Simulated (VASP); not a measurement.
# WC (Qusongite) (P-6m2) in VASP: single point with PBEsol

Aim: the single point of WC (Qusongite) with PBEsol.

Program: VASP 6.6.1. These are calculated values, not measurements. Logs are shortened: lines on timing, memory, paths and dates and some standing lists are left out, and cuts for length are marked.

## 1. The structure

It takes space group P-6m2 (No. 187, hexagonal). Conventional cell: a = 2.907 Å, b = 2.907 Å, c = 2.837 Å, α = 90.00°, β = 90.00°, γ = 120.00°. Around W (site symmetry -6m2) lie 6 C at 2.20 Å. Around C (site symmetry -6m2) lie 6 W at 2.20 Å.

## 2. Single point, PBEsol

Input file INCAR:

```
ALGO = Normal
EDIFF = 1E-6
ENCUT = 520
GGA = PS
ISIF = 2
ISMEAR = 0
LASPH = T
LCHARG = F
LREAL = F
LWAVE = F
NBANDS = 16
NELM = 80
PREC = Accurate
SIGMA = 0.1
```

Input file KPOINTS:

```
k-points
0
Gamma
  9 9 6
```

Input file POSCAR:

```
WC
1.0
    2.9065000000      0.0000000000      0.0000000000
   -1.4532500000      2.5171028361      0.0000000000
    0.0000000000      0.0000000000      2.8366000000
W C
1 1
Direct
    0.0000000000      0.0000000000      0.0000000000
    0.6666666667      0.3333333333      0.5000000000
```

Potentials or basis: VASP PAW PBE potentials, release 64 (W_sv, C).

The run is started by

```console
> cat potpaw_PBE.64/W_sv/POTCAR potpaw_PBE.64/C/POTCAR > POTCAR
> mpirun -np 1 vasp_std > vasp.out
```

OUTCAR:

```text
EDIFF = 1E-6
   ENCUT = 520
   GGA = PS
   ISIF = 2
   ISMEAR = 0
   LASPH = T
   LREAL = F
   NELM = 80
   PREC = Accurate

 ion  position               nearest neighbor table
   1  0.000  0.000  0.000-   2 2.20   2 2.20   2 2.20   2 2.20   2 2.20   2 2.20
   2  0.667  0.333  0.500-   1 2.20   1 2.20   1 2.20   1 2.20   1 2.20   1 2.20

  LATTYP: Found a hexagonal cell.
 ALAT       =     2.9065000000
 C/A-ratio  =     0.9759504559

  Lattice vectors:

 A1 = (   2.9065000000,   0.0000000000,   0.0000000000)
 A2 = (  -1.4532500000,   2.5171028361,   0.0000000000)
 A3 = (   0.0000000000,   0.0000000000,   2.8366000000)

Analysis of symmetry for initial positions (statically):
=====================================================================
 Subroutine PRICEL returns:
 Original cell was already a primitive cell.

 Routine SETGRP: Setting up the symmetry group for a
 hexagonal supercell.

 Subroutine GETGRP returns: Found 12 space group operations
 (whereof 12 operations were pure point group operations)
 out of a pool of 24 trial point group operations.

The static configuration has the point symmetry D_3h.

Analysis of symmetry for dynamics (positions and initial velocities):
=====================================================================
 Subroutine PRICEL returns:
 Original cell was already a primitive cell.

 Routine SETGRP: Setting up the symmetry group for a
 hexagonal supercell.

 Subroutine GETGRP returns: Found 12 space group operations
 (whereof 12 operations were pure point group operations)
 out of a pool of 24 trial point group operations.

The dynamic configuration has the point symmetry D_3h.

 Subroutine INISYM returns: Found 12 space group operations
 (whereof 12 operations are pure point group operations),
 and found     1 'primitive' translations

----------------------------------------------------------------------------------------

                                     Primitive cell

  volume of cell :      20.7525

  direct lattice vectors                    reciprocal lattice vectors
     2.906500000  0.000000000  0.000000000     0.344056425  0.198641070  0.000000000
    -1.453250000  2.517102836  0.000000000     0.000000000  0.397282139  0.000000000
     0.000000000  0.000000000  2.836600000     0.000000000  0.000000000  0.352534725

  length of vectors
     2.906500000  2.906500000  2.836600000     0.397282139  0.397282139  0.352534725

  position of ions in fractional coordinates (direct lattice)
     0.000000000  0.000000000  0.000000000
     0.666666667  0.333333333  0.500000000

  ion indices of the primitive-cell ions
   primitive index   ion index
                 1           1
                 2           2

----------------------------------------------------------------------------------------

 KPOINTS: k-points

Automatic generation of k-mesh.
 Grid dimensions read from file:
 generate k-points for:    9    9    6

 Generating k-lattice:

  Cartesian coordinates                     Fractional coordinates (reciprocal lattice)
     0.038228492  0.022071230  0.000000000     0.111111111  0.000000000  0.000000000
     0.000000000  0.044142460  0.000000000     0.000000000  0.111111111  0.000000000
     0.000000000  0.000000000  0.058755787     0.000000000  0.000000000  0.166666667

  Length of vectors
     0.044142460  0.044142460  0.058755787

  Shift w.r.t. Gamma in fractional coordinates (k-lattice)
     0.000000000  0.000000000  0.000000000

 Subroutine IBZKPT returns following result:
 ===========================================

 Found     48 irreducible k-points:

 Following reciprocal coordinates:
            Coordinates               Weight
  0.000000  0.000000  0.000000      1.000000
  0.111111 -0.000000  0.000000      6.000000
  0.222222  0.000000  0.000000      6.000000
  0.333333 -0.000000  0.000000      6.000000
  0.444444  0.000000  0.000000      6.000000
  0.111111  0.111111  0.000000      6.000000
[... 16 lines left out ...]
  0.333333  0.222222  0.166667     24.000000
  0.333333  0.333333  0.166667      4.000000
 [... further k-points ...]
   k-points           NKPTS =     48   k-points in BZ     NKDIM =     48   number of bands    NBANDS=     16
   number of dos      NEDOS =    301   number of ions     NIONS =      2
   total plane-waves  NPLWV =  13824
   dimension x,y,z NGX =    24 NGY =   24 NGZ =   24
   dimension x,y,z NGXF=    48 NGYF=   48 NGZF=   48
   ions per type =               1   1
   NGX,Y,Z   is equivalent  to a cutoff of  13.73, 13.73, 14.07 a.u.
   NGXF,Y,Z  is equivalent  to a cutoff of  27.46, 27.46, 28.13 a.u.
 SYSTEM =  unknown system
   PREC   = accura    normal or accurate (medium, high low for compatibility)
   ISTART =      0    job   : 0-new  1-cont  2-samecut
   ICHARG =      2    charge: 1-file 2-atom 10-const
   ISPIN  =      1    spin polarized calculation?
   LNONCOLLINEAR =      F non collinear calculations
   LSORBIT =      F    spin-orbit coupling
   LASPH  =      T    aspherical Exc in radial PAW
   ENCUT  =  520.0 eV  38.22 Ry    6.18 a.u.   5.40  5.40  5.27*2*pi/ulx,y,z
   NELM   =     80;   NELMIN=  2; NELMDL= -5     # of ELM steps
   EDIFF  = 0.1E-05   stopping-criterion for ELM
   LREAL  =      F    real-space projection
   EDIFFG = 0.1E-04   stopping-criterion for IOM
   NSW    =      0    number of steps for IOM
   IBRION =     -1    ionic relax: 0-MD 1-quasi-New 2-CG
   NFREE  =      0    steps in history (QN), initial steepest desc. (CG)
   ISIF   =      2    stress and relaxation
   ISYM   =      2    0-nonsym 1-usesym 2-fastsym
   POTIM  = 0.5000    time-step for ionic-motion
   TEBEG  =    0.0;   TEEND  =   0.0 temperature during run
   PSTRESS=    0.0 pullay stress
   NELECT =      18.0000    total number of electrons
   NUPDOWN=      -1.0000    fix difference up-down
   EMIN   =  10.00;   EMAX   =-10.00  energy-range for DOS
   EFERMI =   0.00;   METHOD = LEGACY
   ISMEAR =     0;   SIGMA  =   0.10  broadening in eV -4-tet -1-fermi 0-gaus
   EFERMI_NEDOS =   21; number of points for ismear=-14 and -15
   IALGO  =     38    algorithm
   IMIX   =      4    mixing-type and parameters
     AMIX     =   0.40;   BMIX     =  1.00
     AMIX_MAG =   1.60;   BMIX_MAG =  1.00
  volume/ion in A,a.u.               =      10.38        70.02
  Fermi-wavevector in a.u.,A,eV,Ry     =   1.561262  2.950358 33.164744  2.437540
  Thomas-Fermi vector in A             =   2.664353
   LORBIT       =      0    0 simple, 1 ext, 2 COOP (PROOUT), +10 PAW based schemes
   GGA     = PS    functional components
   LHFCALC =     F    Hartree Fock is set to
   AEXX    =    0.0000 exact exchange contribution
   IVDW    =     0    specifies the selected vdW correction
   LEPSILON=     F    determine dielectric tensor
   LRPA    =     F    only Hartree local field effects (RPA)
 non-spin polarized calculation
 Gauss-broadening in eV      SIGMA  =   0.10
  energy-cutoff  :      520.00
  volume of cell :       20.75
 maximum number of plane-waves:       580
 NGX is ok and might be reduce to    24
   NGX = 11   NGY = 11   NGZ = 11

 number of electron      18.0000000 magnetization

 Free energy of the ion-electron system (eV)
  ---------------------------------------------------
  ext. energy  EPLUGINS =         0.00000000
  ---------------------------------------------------
  free energy    TOTEN  =       -23.89274310 eV

  energy without entropy =      -23.88905292  energy(sigma->0) =      -23.89089801

 E-fermi :  10.9595     XC(G=0): -13.9284

 val. band max:       10.9423536169   @ k =   0.4444   0.0000   0.5000
 cond. band min:      10.9696216725   @ k =   0.1111  -0.0000   0.3333
 fundamental gap:      0.0272680555
 Fermi energy:        10.9594503564

 k-point     1 :       0.0000    0.0000    0.0000
  band No.  band energies     occupation
      1     -62.9998      2.00000
      2     -26.9962      2.00000
      3     -26.8787      2.00000
      4     -26.8787      2.00000
      5      -3.5006      2.00000
      6       6.6002      2.00000
[... 8 lines left out ...]
     15      25.2313      0.00000
     16      27.6293      0.00000

 k-point     2 :       0.1111   -0.0000    0.0000
  band No.  band energies     occupation
      1     -62.9929      2.00000
      2     -26.9832      2.00000
      3     -26.9796      2.00000
      4     -26.9016      2.00000
      5      -3.1785      2.00000
      6       6.6073      2.00000
[... 8 lines left out ...]
     15      24.7265      0.00000
     16      28.3011      0.00000

 k-point     3 :       0.2222    0.0000    0.0000
  band No.  band energies     occupation
      1     -62.9755      2.00000
      2     -27.2287      2.00000
      3     -26.9590      2.00000
      4     -26.9501      2.00000
      5      -2.3108      2.00000
      6       5.6916      2.00000
[... 8 lines left out ...]
     15      24.7028      0.00000
     16      29.2254      0.00000

 k-point     4 :       0.3333   -0.0000    0.0000
  band No.  band energies     occupation
      1     -62.9558      2.00000
      2     -27.5014      2.00000
      3     -27.0235      2.00000
      4     -26.9122      2.00000
      5      -1.1766      2.00000
      6       4.6458      2.00000
[... 8 lines left out ...]
     15      25.8322      0.00000
     16      27.6123      0.00000
[... 324 lines left out ...]
 k-point    22 :       0.2222    0.2222    0.1667
  band No.  band energies     occupation
      1     -62.9371      2.00000
      2     -27.4891      2.00000
      3     -27.1417      2.00000
      4     -27.0751      2.00000
      5      -0.3327      2.00000
      6       4.9607      2.00000
[... 8 lines left out ...]
     15      24.8234      0.00000
     16      27.4735      0.00000

 k-point    23 :       0.3333    0.2222    0.1667
  band No.  band energies     occupation
      1     -62.9272      2.00000
      2     -27.5491      2.00000
      3     -27.2474      2.00000
      4     -27.0534      2.00000
      5       0.2858      2.00000
      6       4.6540      2.00000
[... 8 lines left out ...]
     15      24.6436      0.00000
     16      27.7103      0.00000

 k-point    24 :       0.3333    0.3333    0.1667
  band No.  band energies     occupation
      1     -62.9238      2.00000
      2     -27.4554      2.00000
      3     -27.4012      2.00000
      4     -27.0459      2.00000
      5       0.5205      2.00000
      6       5.3679      2.00000
[... 8 lines left out ...]
     15      25.8208      0.00000
     16      27.1354      0.00000

 [... further k-points ...]

------------------------ aborting loop because EDIFF is reached ----------------------------------------

  FORCE on cell =-STRESS in cart. coord.  units (eV):
  Direction    XX          YY          ZZ          XY          YZ          ZX
  --------------------------------------------------------------------------------------
  -------------------------------------------------------------------------------------
  Total       -0.1817577     -0.1817577     -0.4449968      0.0000000      0.0000000      0.0000000
  in kB      -14.0324671    -14.0324671    -34.3556462      0.0000000      0.0000000      0.0000000
  external PRESSURE =     -20.8068601 kB  Pullay stress =       0.0000000 kB

 VOLUME and BASIS-vectors are now :
 -----------------------------------------------------------------------------
  energy-cutoff  :      520.00
  volume of cell :       20.75
      direct lattice vectors                 reciprocal lattice vectors
     2.906500000  0.000000000  0.000000000     0.344056425  0.198641070  0.000000000
    -1.453250000  2.517102836  0.000000000     0.000000000  0.397282139  0.000000000
     0.000000000  0.000000000  2.836600000     0.000000000  0.000000000  0.352534725

 POSITION                                       TOTAL-FORCE (eV/Angst)
 -----------------------------------------------------------------------------------
      0.00000      0.00000      0.00000        -0.000000      0.000000      0.000000
      1.45325      0.83903      1.41830         0.000000     -0.000000      0.000000
 -----------------------------------------------------------------------------------
    total drift:                                0.000000     -0.000000      0.000000

  FREE ENERGIE OF THE ION-ELECTRON SYSTEM (eV)
  ---------------------------------------------------
  free  energy   TOTEN  =       -23.8927431035 eV

  energy  without entropy=      -23.8890529163  energy(sigma->0) =      -23.89089801
```

Run time: 7.4 s. Hardware: 1 thread of Intel Xeon Platinum 8488C (Sapphire Rapids), shared host; peak memory 0.15 GiB.

What came out:

```
Free energy            : -23.8927 eV
Pressure               : -2.1 GPa
Band gap on the k mesh : none (metal or under the smearing width)
```

Stress tensor (GPa, compression positive):
```
-1.40  0.00  0.00
 0.00 -1.40  0.00
 0.00  0.00 -3.44
```

Levels at points of the mesh, in eV from the Fermi level:
```tsv
k point	band 5	band 6	band 7	band 8	band 9	band 10	band 11	band 12	band 13	band 14
(0.00, 0.00, 0.00)	-14.46	-4.36	-3.36	-3.36	0.08	3.20	3.20	5.62	5.62	6.38
(0.00, 0.00, 0.50)	-10.39	-8.70	-2.04	-2.04	-0.62	-0.62	3.66	4.50	4.50	9.94
```

Caveat: the k mesh is coarse (spacing up to 0.37 Å⁻¹), so the values aren't converged; the PAW data sets were made with another functional, which shifts forces and pressure a little.
